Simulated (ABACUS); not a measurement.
## P: single point with PBE

Crystal: P.

```
P
1.0
     1.72573    0.99635    3.12968
    -1.72573    0.99635    3.12968
     0.00000   -1.99270    3.12968
P
2
Direct
  0.77292 0.77292 0.77292
  0.22708 0.22708 0.22708
```

This isn't the form of P at room conditions, which is orthorhombic.

- Program: ABACUS 3.10.1
- Task: single point
- Functional: PBE
- Potentials or basis: PseudoDojo NC SR 0.4.1 PBE standard
- Cutoff: 1361 eV
- Density cutoff: 5442 eV
- Basis: DZP LCAO (the cutoffs set its grid)
- k mesh: 9 × 9 × 9
- Occupations: fermi-dirac, width 0.05 eV
- Spin: no spin polarisation

```
Pressure               : 3.7 GPa
Largest force          : 0.506 eV/Å
Band gap on the k mesh : none (metal or under the smearing width)
```

Forces on the atoms (eV/Å):
```
P    0.000  0.000 -0.506
P    0.000  0.000  0.506
```

Stress tensor (GPa, compression positive):
```
4.44 0.00 0.00
0.00 4.44 0.00
0.00 0.00 2.35
```

Levels at points of the mesh, in eV from the Fermi level:
```csv
k point,band 3,band 4,band 5,band 6,band 7,band 8
"(0.00, 0.00, 0.00)",-3.22,-2.97,-2.97,1.21,2.58,2.58
```

Wall time 3.7 s on 4 MPI ranks on AMD EPYC 7B13 (Zen 3), on a shared host, peak memory 0.36 GiB a rank.

Caveat: the atomic orbitals were generated for these runs and aren't a published set; the basis of atomic orbitals isn't converged, which shifts pressures, moduli and gaps.
